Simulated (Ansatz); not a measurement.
## Is this Li2H stable against decomposition?

The calculation used Ansatz, DFT PBE, scalar-relativistic, plane waves, PAW. Settings: cutoff 420 eV, Γ-centred meshes spaced at most about 0.3 Å⁻¹, and about 0.25 Å⁻¹ or finer for metals (2π included), Gaussian smearing. No spin polarisation.

The zero of energy is the elements' standard structures at the same level (H₂ as a molecule); no fitted shifts are applied.

All energies are static (0 K, no zero-point motion). With hydrogen, zero-point motion can shift formation energies by some tens of meV/atom.

The competitors are the elements and 1 reference phase of this chemical system (from databases or known types: LiH), relaxed at the same level; other known phases may be missing.

The candidate was reached from: a relaxed cell, shaken at random and relaxed again.

```
Li H
1.0
     2.82288    0.00000    0.00000
     0.00000    4.17714    0.00000
     0.00000    0.00000    5.98465
Li H
4 2
Direct
  0.50000 0.00000 0.39330
  0.00000 0.50000 0.14680
  0.50000 0.00000 0.85320
  0.00000 0.50000 0.60670
  0.50000 0.50000 0.38981
  0.00000 0.00000 0.61019
```

Task: Is it stable, and against what?

Result: Not stable. Its formation energy is -0.241 eV/atom. The lowest competing mixture at this composition is this:

```csv
phase,space group,source,share of atoms,ΔE_f (eV/atom)
Li,-,element,0.3333,-0.0036
LiH,Fm-3m (No. 225),textbook type,0.6667,-0.417
```

The lowest database cell of Li (-0.0036) lies slightly below the reference, hence the non-zero entry.

The mixture lies at -0.279 eV/atom, and the candidate lies 38 meV/atom above it. The candidate matches no cell in the subsets of the Crystallography Open Database and the Materials Project at hand. That margin is within the range where metastable phases are often made. Checks: no imaginary mode on a 4×2×1 q mesh.
